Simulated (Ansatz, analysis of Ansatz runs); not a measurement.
**Reproducing a measured hyperfine coupling: N2V- centre in diamond**

How near does this set-up come to the measured hyperfine coupling? Subject: N2V- centre in diamond. Set-up: PBEsol, 64-site cell, PBEsol lattice, 420 eV, k: the single point 1/4 1/4 1/4 then 2x2x2 shifted 0.5 0.5 0.5. The model is a cell of 64 host atoms with 1 site emptied, N put on another atom's site and N put on another atom's site. The isotropic coupling follows from the spin density at the nucleus, the nuclear g-factor and the total spin. A local or semilocal functional is the cheapest first rung.

**The experiment.** 15N, isotropic: 4.02 MHz, by EPR (“Electron paramagnetic resonance of the N2V− defect in 15N-doped synthetic diamond”, 2015, B. L. Green et al.). 13C, the two neighbours of the vacancy, isotropic: 240.7 MHz, by EPR (“Electron paramagnetic resonance of the N2V− defect in 15N-doped synthetic diamond”, 2015, B. L. Green et al.). The calculation is set beside it at the end.

Method: plane-wave PAW DFT, PBEsol; relaxation of all atoms of a defect supercell, in Ansatz 0.2.0.

## Step 1: The starting structure

The cell holds 63 atoms: 61 C and 2 N. Cell: a = 7.108 Å, b = 7.108 Å, c = 7.108 Å, α = 90.0°, β = 90.0°, γ = 90.0°. It derives from C (space group Fd-3m). Nearest the centre at fractional (0.375, 0.375, 0.375): C48 at 1.54 Å, C41 at 1.54 Å, N4 at 1.54 Å, N26 at 1.54 Å, C52 at 2.51 Å, C36 at 2.51 Å, C37 at 2.51 Å, C45 at 2.51 Å. The cell carries charge −1.

The host's primitive cell comes from a first run (plane-wave PAW DFT, PBEsol; relaxation of the host's cell and atoms): vectors of 2.513, 2.513 and 2.513 Å. That is 5.61 Å³ an atom, 1.1 % under the diffraction cell's volume. The supercell is built on it.

## Step 2: Relaxation, charge −1

Every later number rests on the structure around the defect, so the atoms are relaxed at the host's lattice first.

Input file relax/input.yaml:

```yaml
relax:
  f_tol: 0.02
  max_steps: 80
  random_displacement: { amplitude: 0.02, seed: 863 }
crystal:
  lattice:
    - [7.10761702, 0.0, 0.0]
    - [0.0, 7.10761702, 0.0]
    - [0.0, 0.0, 7.10761702]
  atoms:
    - { symbol: C, position: [0.0, 0.0, 0.25] }
    - { symbol: C, position: [0.0, 0.25, 0.0] }
    - { symbol: C, position: [0.25, 0.0, 0.0] }
    - { symbol: "N", position: [0.25, 0.25, 0.25] }
    - { symbol: C, position: [0.125, 0.125, 0.375] }
    - { symbol: C, position: [0.125, 0.375, 0.125] }
    - { symbol: C, position: [0.375, 0.125, 0.125] }
    - { symbol: C, position: [0.0, 0.0, 0.75] }
    - { symbol: C, position: [0.0, 0.25, 0.5] }
    - { symbol: C, position: [0.25, 0.0, 0.5] }
    - { symbol: C, position: [0.25, 0.25, 0.75] }
    - { symbol: C, position: [0.125, 0.125, 0.875] }
    - { symbol: C, position: [0.125, 0.375, 0.625] }
    - { symbol: C, position: [0.375, 0.125, 0.625] }
    - { symbol: C, position: [0.375, 0.375, 0.875] }
    - { symbol: C, position: [0.0, 0.5, 0.25] }
    - { symbol: C, position: [0.0, 0.75, 0.0] }
    - { symbol: C, position: [0.25, 0.5, 0.0] }
    - { symbol: C, position: [0.25, 0.75, 0.25] }
    - { symbol: C, position: [0.125, 0.625, 0.375] }
    - { symbol: C, position: [0.125, 0.875, 0.125] }
    - { symbol: C, position: [0.375, 0.625, 0.125] }
    - { symbol: C, position: [0.375, 0.875, 0.375] }
    - { symbol: C, position: [0.0, 0.5, 0.75] }
    - { symbol: C, position: [0.0, 0.75, 0.5] }
    - { symbol: "N", position: [0.25, 0.5, 0.5] }
    - { symbol: C, position: [0.25, 0.75, 0.75] }
    - { symbol: C, position: [0.125, 0.625, 0.875] }
    - { symbol: C, position: [0.125, 0.875, 0.625] }
    - { symbol: C, position: [0.375, 0.625, 0.625] }
    - { symbol: C, position: [0.375, 0.875, 0.875] }
    - { symbol: C, position: [0.5, 0.0, 0.25] }
    - { symbol: C, position: [0.5, 0.25, 0.0] }
    - { symbol: C, position: [0.75, 0.0, 0.0] }
    - { symbol: C, position: [0.75, 0.25, 0.25] }
    - { symbol: C, position: [0.625, 0.125, 0.375] }
    - { symbol: C, position: [0.625, 0.375, 0.125] }
    - { symbol: C, position: [0.875, 0.125, 0.125] }
    - { symbol: C, position: [0.875, 0.375, 0.375] }
    - { symbol: C, position: [0.5, 0.0, 0.75] }
    - { symbol: C, position: [0.5, 0.25, 0.5] }
    - { symbol: C, position: [0.75, 0.0, 0.5] }
    - { symbol: C, position: [0.75, 0.25, 0.75] }
    - { symbol: C, position: [0.625, 0.125, 0.875] }
    - { symbol: C, position: [0.625, 0.375, 0.625] }
    - { symbol: C, position: [0.875, 0.125, 0.625] }
    - { symbol: C, position: [0.875, 0.375, 0.875] }
    - { symbol: C, position: [0.5, 0.5, 0.25] }
    - { symbol: C, position: [0.5, 0.75, 0.0] }
    - { symbol: C, position: [0.75, 0.5, 0.0] }
    - { symbol: C, position: [0.75, 0.75, 0.25] }
    - { symbol: C, position: [0.625, 0.625, 0.375] }
    - { symbol: C, position: [0.625, 0.875, 0.125] }
    - { symbol: C, position: [0.875, 0.625, 0.125] }
    - { symbol: C, position: [0.875, 0.875, 0.375] }
    - { symbol: C, position: [0.5, 0.5, 0.75] }
    - { symbol: C, position: [0.5, 0.75, 0.5] }
    - { symbol: C, position: [0.75, 0.5, 0.5] }
    - { symbol: C, position: [0.75, 0.75, 0.75] }
    - { symbol: C, position: [0.625, 0.625, 0.875] }
    - { symbol: C, position: [0.625, 0.875, 0.625] }
    - { symbol: C, position: [0.875, 0.625, 0.625] }
    - { symbol: C, position: [0.875, 0.875, 0.875] }
total_charge: -1
basis:
  ecutwfc: 420
  xc_grid: 2
hamiltonian:
  xc: pbesol
kpoints:
  mp_grid: { grid: [1, 1, 1], shift: [0.25, 0.25, 0.25] }
magnetization:
  spin_polarized: true
  initial_magnetization: 1
  spin_locking: { lock_magnetization: hard }
scf:
  occupations: { method: fermi_dirac, width: 0.01 }
  max_iter: 120
output:
  forces: true
checkpoint:
  write: "../relax.run"
  compress: false
  write_wavefunctions: true
  write_every: 100000
```

Run with:

```bash
$ ansatz run input.yaml --threads 2 --pin off --max-ram 3768MiB --backend cpu --events-out ev --progress --plain --runs-dir out
```

Numbers of over 12 decimals in the logs are rounded to 6 here.

The program printed:

```text
[... repeated set-up lines and file paths are left out, and long positions are rounded to six places ...]
Engine: ansatz 0.2.0, x86_64-unknown-linux-gnu
Pseudopotentials: kind: paw
Pseudopotential: C, paw, valence charge 4, recommended cutoff 420 eV (normal), C.paw.azcp
Pseudopotential: N, paw, valence charge 5, recommended cutoff 420 eV (normal), N.paw.azcp
Functional definition: PBEsol
  exchange = pbesol_x
  correlation = pbesol_c
Crystal: 63 atoms, lattice volume = 359.064 Å³
Basis set: ecut = 420 eV, 7075 PW (Γ), exchange–correlation on 96×96×96 points (8 copies of the dense FFT grid, shifted against one another)
Bands: 191, of which v1, the nominal top of the filled ones, is band 128 counted from 1 (127 counted from 0)
Symmetry: 1 space group operations
k-points: 1
Non-local potential: C, projectors of the file, l = 0: 2, l = 1: 2, l = 2: 1
Non-local potential: N, projectors of the file, l = 0: 2, l = 1: 2, l = 2: 1
PAW form: soft (Blöchl's): semilocal exchange-correlation on the pseudo side does not see the compensation charge
PAW frozen core: C, regenerated for the run's functional, and the local potential with it (the file was generated under x = pbe(κ = 0.804, μ = 0.219515), c = pbe(β = 0.066725))
PAW frozen core: N, regenerated for the run's functional, and the local potential with it (the file was generated under x = pbe(κ = 0.804, μ = 0.219515), c = pbe(β = 0.066725))
PAW one-centre angular grid: C, 110 points (default); XC on 64 Gauss nodes
PAW one-centre angular grid: N, 110 points (default); XC on 64 Gauss nodes
Initial density: superposition of atomic densities (chi_scale 0.1, normalization cell, long waves kept (reshape's long-wave potential 0.33 eV rms))
Starting moments: Σ|m| = 1 μB on 63 of 63 sites
Initial wavefunctions: pseudopotential atomic-orbital guess
Functional: x = pbesol(κ = 0.804, μ = 0.123457), c = pbesol(β = 0.046)
SCF iter   1: F=—  HF=-15799.468169 eV  |F-HF|=—  |Δ(HF+E_count)|=         —  Δρ=7.08e-2 (↑7.08e-2 ↓6.96e-2)  dr2=5.21e1  dr2_m=2.54e-1  M=1.000 μB ∫|m|=1.003 μB  β_m=0.30  ethr=3.10e-3  ⟨swp⟩=5.0  Hψ=1516  notcnv=0  defer=90
preconditioner: auto → Resta (q_TF=auto, 2.577 Å⁻¹)  ε∞=4.4  [insulator: Δε(μ)=0.516 eV  Ē_g=17.027 eV  σ=0.010 eV  W_gap=1.00  n_scr=92 (ndim 8)  ℏωp=31.3 eV  f_vac=0.000  D(μ)=0.00/eV (n_scr^D=0)  ε∞_Penn≈4.4]
spin=Collinear: Resta preconditioning applied to the charge; magnetization (m = ρ↑ − ρ↓) channel mixes plain (no charge-response kernel on spin).
SCF iter   2: F=—  HF=-15791.582002 eV  |F-HF|=—  |Δ(HF+E_count)|=    7.89e0  Δρ=5.11e-2 (↑5.11e-2 ↓5.04e-2)  dr2=2.71e1  dr2_m=1.36e-1  M=1.000 μB ∫|m|=1.013 μB  β_m=0.65  ethr=3.10e-3  ⟨swp⟩=3.0  Hψ=714  notcnv=0  defer=108
SCF iter   3: F=—  HF=-15782.384134 eV  |F-HF|=—  |Δ(HF+E_count)|=    9.20e0  Δρ=4.73e-3 (↑4.49e-3 ↓4.73e-3)  dr2=1.96e-1  dr2_m=1.62e-3  M=1.000 μB ∫|m|=1.100 μB  β_m=0.68  ethr=3.10e-3  ⟨swp⟩=4.0  Hψ=569  notcnv=0  defer=108
SCF iter   4: F=—  HF=-15782.423406 eV  |F-HF|=—  |Δ(HF+E_count)|=   3.93e-2  Δρ=2.16e-3 (↑2.03e-3 ↓2.16e-3)  dr2=3.73e-2  dr2_m=3.07e-4  M=1.000 μB ∫|m|=1.113 μB  β_m=0.74  ethr=7.70e-5  ⟨swp⟩=2.0  Hψ=580  notcnv=0  defer=114
SCF iter   5: F=—  HF=-15782.437980 eV  |F-HF|=—  |Δ(HF+E_count)|=   1.46e-2  Δρ=6.48e-4 (↑5.21e-4 ↓6.48e-4)  dr2=3.19e-3  dr2_m=8.02e-5  M=1.000 μB ∫|m|=1.119 μB  β_m=0.75  ethr=1.46e-5  ⟨swp⟩=2.0  Hψ=522  notcnv=0  defer=114
SCF iter   6: F=—  HF=-15782.439838 eV  |F-HF|=—  |Δ(HF+E_count)|=   1.86e-3  Δρ=2.20e-4 (↑1.55e-4 ↓2.20e-4)  dr2=4.84e-4  dr2_m=1.36e-5  M=1.000 μB ∫|m|=1.121 μB  β_m=0.69  ethr=1.25e-6  ⟨swp⟩=2.5  Hψ=503  notcnv=0  defer=114
SCF iter   7: F=—  HF=-15782.439846 eV  |F-HF|=—  |Δ(HF+E_count)|=   8.05e-6  Δρ=4.27e-5 (↑4.27e-5 ↓4.23e-5)  dr2=1.32e-5  dr2_m=3.25e-7  M=1.000 μB ∫|m|=1.122 μB  β_m=0.75  ethr=1.90e-7  ⟨swp⟩=2.0  Hψ=441  notcnv=0  defer=114
SCF iter   8: F=-15782.439860 eV  HF=-15782.439860 eV  |F-HF|=3.49e-7  |Δ(HF+E_count)|=   1.33e-5  Δρ=1.34e-5 (↑1.17e-5 ↓1.34e-5)  dr2=1.09e-6  dr2_m=2.56e-8  M=1.000 μB ∫|m|=1.122 μB  ethr=3.92e-9  ⟨swp⟩=3.5  Hψ=901  notcnv=0
SCF 1 converged in 8 iterations: F = -15782.439860 eV  dr2 = 1.09e-6
  greatest PAW one-centre occupation: 0.789 electrons in one spin orbital (limit 2), on the N atom at site 25 (counted from 0), in its partial waves of l = 0
relax step   1: F+E_penalty+E_count = -15782.43985994 eV  Δ(F+E_penalty+E_count) = +0.000e0 eV  max|allowed force component| = 2.035e0 eV/Å  Δτ_max = 0.0000 Å  (8 SCF iters, dr2 threshold 1.00e-5 eV, accepted)
[... the SCF cycles and remarks between the steps are left out from here to the last step ...]
relax step   2: F+E_penalty+E_count = -15783.42943353 eV  Δ(F+E_penalty+E_count) = -9.896e-1 eV  max|allowed force component| = 8.836e-1 eV/Å  Δτ_max = 0.0906 Å  (6 SCF iters, dr2 threshold 1.00e-4 eV, accepted)
relax step   3: F+E_penalty+E_count = -15783.69134428 eV  Δ(F+E_penalty+E_count) = -2.619e-1 eV  max|allowed force component| = 5.000e-1 eV/Å  Δτ_max = 0.0476 Å  (5 SCF iters, dr2 threshold 4.88e-5 eV, accepted)
relax step   4: F+E_penalty+E_count = -15783.72574571 eV  Δ(F+E_penalty+E_count) = -3.440e-2 eV  max|allowed force component| = 3.585e-2 eV/Å  Δτ_max = 0.0143 Å  (4 SCF iters, dr2 threshold 4.72e-5 eV, accepted)
relax step   5: F+E_penalty+E_count = -15783.72574912 eV  Δ(F+E_penalty+E_count) = -3.414e-6 eV  max|allowed force component| = 3.602e-2 eV/Å  Δτ_max = 0.0000 Å  (4 SCF iters, accepted)
SCF iter   1: F=—  HF=-15783.725589 eV  |F-HF|=—  |Δ(HF+E_count)|=         —  Δρ=1.51e-4 (↑1.51e-4 ↓1.45e-4)  dr2=1.80e-4  dr2_m=3.79e-6  M=1.000 μB ∫|m|=1.132 μB  β_m=0.30  ethr=7.79e-7  ⟨swp⟩=4.0  Hψ=888  notcnv=0  defer=114
SCF iter   2: F=—  HF=-15783.725566 eV  |F-HF|=—  |Δ(HF+E_count)|=   2.35e-5  Δρ=1.04e-4 (↑1.04e-4 ↓9.96e-5)  dr2=7.54e-5  dr2_m=1.98e-6  M=1.000 μB ∫|m|=1.132 μB  β_m=0.59  ethr=7.07e-8  ⟨swp⟩=1.5  Hψ=441  notcnv=0  defer=114
SCF iter   3: F=—  HF=-15783.726121 eV  |F-HF|=—  |Δ(HF+E_count)|=   5.55e-4  Δρ=1.49e-5 (↑1.49e-5 ↓1.45e-5)  dr2=1.73e-6  dr2_m=4.92e-8  M=1.000 μB ∫|m|=1.132 μB  β_m=0.65  ethr=2.96e-8  ⟨swp⟩=2.5  Hψ=564  notcnv=0  defer=114
SCF iter   4: F=—  HF=-15783.726120 eV  |F-HF|=—  |Δ(HF+E_count)|=   1.92e-7  Δρ=3.38e-6 (↑3.38e-6 ↓3.36e-6)  dr2=1.34e-7  dr2_m=1.03e-9  M=1.000 μB ∫|m|=1.132 μB  β_m=0.75  ethr=6.80e-10  ⟨swp⟩=2.5  Hψ=519  notcnv=0  defer=114
SCF iter   5: F=-15783.726120 eV  HF=-15783.726120 eV  |F-HF|=2.85e-9  |Δ(HF+E_count)|=   3.46e-9  Δρ=7.51e-7 (↑7.31e-7 ↓7.51e-7)  dr2=9.22e-9  dr2_m=4.25e-11  M=1.000 μB ∫|m|=1.132 μB  ethr=3.92e-11  ⟨swp⟩=3.5  Hψ=901  notcnv=0
SCF 6 converged in 5 iterations: F = -15783.726120 eV  dr2 = 9.22e-9
relax step   6: F+E_penalty+E_count = -15783.72612048 eV  Δ(F+E_penalty+E_count) = -3.714e-4 eV  max|allowed force component| = 9.563e-3 eV/Å  Δτ_max = 0.0017 Å  (5 SCF iters, accepted)
NSCF: frozen V_eff on 1 k-points
the band table was solved once a step of the walk had ended and its energy, with any forces and stress, was formed, with the checks that follow a solve (1870 applications of the Hamiltonian). They found nothing against the state; [...]
SCF converged after 5 iterations
Magnetization: 1.0000 μB (128.0000 up, 127.0000 down)
Absolute magnetization: 1.1324 μB (∫|ρ↑−ρ↓|, with the PAW one-centre terms)
Spin contamination: 0.0039 ħ² per cell (⟨S²⟩ above its minimum at these occupations)
Per-site moments (μB) at R_I (Å): [(0.00117936, 0.629893), (0.00117846, 0.629866), (0.000267716, 0.629920), [... 60 left out ...]
Free energy (F): -15783.726120 eV
Harris-Foulkes:  -15783.726120 eV  (|F-HF|=2.85e-9)
Internal energy: -15783.726120 eV  (E = F + TS)
E sigma→0 (E₀):  -15783.726120 eV
Fermi energy:    15.798735 (↑ 16.611481, ↓ 15.468794) eV
--- Per-component energies (eV) ---
  E_band       = 1048.844946
  E_kinetic    = 5914.628603
  E_local      = -4190.123102  (includes V_loc(G=0)·N_el)
  E_nonlocal   = 1727.111067
  E_hartree    = 948.239190
  E_xc         = -3083.165931
  E_vxc        = -3843.733277  (∫ρ·V_xc dr)
  E_paw        = -6063.216408  (= ΣΔE_a)
  E_vpaw       = -455.517255  (= ΣTr[D̂ρ^β])
  E_aug_tail   = 0.000726  (compensation charges beyond the density's cutoff)
  E_ewald      = -11038.543595
  E_core_change = 1.343328  (= ΣΔE_core)
  E_smearing   = -0.000000  (= −TS)
  E_closure    = -0.000000  (closes the sum)
  E_deformation_potential = -21.390533  (in the stress; not in F)
  Σ components = -15783.726120   (vs F -15783.726120, Δ=0.00e0)
--- Forces (eV/Å), atoms counted from 1 ---
  atom   1  C     -0.00651247    -0.00526053    -0.00258883
  atom   2  C     -0.00453012    -0.00234120    -0.00468577
  [... 1 atom left out ...]
  atom   4  N     -0.00869782    -0.00956323    -0.00765331
  atom   5  C      0.00586375     0.00512698    -0.00121362
  atom   6  C      0.00523701     0.00037196     0.00182293
  [... 2 atoms left out ...]
  atom   9  C     -0.00245132     0.00004285    -0.00206220
  [... 3 atoms left out ...]
  atom  13  C     -0.00082686     0.00182533    -0.00038375
  [... 2 atoms left out ...]
  atom  16  C      0.00017296    -0.00079287     0.00092987
  [... 3 atoms left out ...]
  atom  20  C     -0.00022430    -0.00396881     0.00338959
  [... 5 atoms left out ...]
  atom  26  N     -0.00679146     0.00529233     0.00603507
  [... 14 atoms left out ...]
  atom  41  C     -0.00208267     0.00002359     0.00004892
  [... 6 atoms left out ...]
  atom  48  C     -0.00157128    -0.00228951     0.00203814
  [... 15 atoms left out ...]
  max |Σ_I F_I| component: 2.85e-5 eV/Å
--- Band table (eV) ---
  k-point 0 ↑: bands = ["-8.3478", "-7.5356", "-7.1169", "-6.9539", [... 183 left out ...] "23.0720", "23.2312", "23.5317", "23.6194"]
  k-point 0 ↓: bands = ["-8.3393", "-7.5311", "-7.1033", "-6.9377", [... 183 left out ...] "23.1048", "23.2586", "23.5759", "23.6562"]
--- Relaxed structure (6 steps of the walk, 6 accepted, 0 SCFs on fresh bases) ---
  F+E_penalty+E_count = -15783.72612048 eV   max|allowed force component| = 9.563e-3 eV/Å
  atoms:
    - { symbol: C, position: [-0.000585, -0.001130, 0.249918] }
    - { symbol: C, position: [-0.000591, 0.249921, -0.001139] }
    [... 1 atom left out ...]
    - { symbol: N, position: [0.240299, 0.240160, 0.240146] }
    - { symbol: C, position: [0.126799, 0.126655, 0.369257] }
    - { symbol: C, position: [0.126795, 0.369260, 0.126650] }
    [... 2 atoms left out ...]
    - { symbol: C, position: [0.002851, 0.252529, 0.497499] }
    [... 3 atoms left out ...]
    - { symbol: C, position: [0.126162, 0.380928, 0.624129] }
    [... 2 atoms left out ...]
    - { symbol: C, position: [0.002836, 0.497509, 0.252511] }
    [... 3 atoms left out ...]
    - { symbol: C, position: [0.126152, 0.624157, 0.380905] }
    [... 5 atoms left out ...]
    - { symbol: N, position: [0.239206, 0.510912, 0.510884] }
    [... 14 atoms left out ...]
    - { symbol: C, position: [0.510106, 0.244840, 0.504767] }
    [... 6 atoms left out ...]
    - { symbol: C, position: [0.510106, 0.504790, 0.244816] }
    [... 15 atoms left out ...]
```

The job ended after 25 s (2 threads of Intel Xeon 6975P-C (Granite Rapids), shared host; peak memory 1.1 GiB; 48 s of CPU time).

The steps of the relaxation:

```tsv
step	energy less that of the first step (eV)	largest force component (eV/Å)
1	0.0000	2.0346
2	-0.9896	0.8836
3	-1.2515	0.5000
4	-1.2859	0.0358
5	-1.2859	0.0360
6	-1.2863	0.0096
```

The atoms that moved most (Å, from the sites as typed, ahead of the random displacement):

```tsv
atom	dx	dy	dz	length
N26	-0.078	0.077	0.077	0.134
N4	-0.070	-0.071	-0.071	0.122
C48	0.071	0.033	-0.037	0.087
C41	0.071	-0.037	0.033	0.087
C22	0.015	-0.029	0.031	0.045
C14	0.015	0.031	-0.029	0.045
C6	0.012	-0.041	0.011	0.045
C5	0.012	0.011	-0.041	0.044
```

Neighbours of the ideal centre at the end:

```tsv
atom	distance (Å)
C41	1.621
C48	1.622
N4	1.659
N26	1.673
C14	2.470
C22	2.471
C5	2.496
C6	2.496
C7	2.499
C45	2.501
C52	2.501
C13	2.503
C20	2.503
C37	2.503
C36	2.503
C30	2.507
```

Read from the output:

```
free energy                           : -15783.7261 eV
total moment                          : 1 μB
integral of the absolute spin density : 1.132 μB
spin contamination                    : 0.003858
```

The relaxation ends 20 meV an atom lower than the displaced start, with a largest force component of 0.0096 eV/Å.

(Continued in part 2 of 2.)

[Logs are printed without paths, hosts, clocks, repeated set-up lines and the standing remarks that a program may print on its own settings, such as how far it seeks lower states.]

[Hosts, paths, dates, database ids (printed as entryN), source tags and the programs' standing remarks are cut or masked in the printed files.]

[For some hosts the program warned that the k-mesh of the response run may be too coarse for force constants and the static dielectric constant; such warnings are not shown here.]
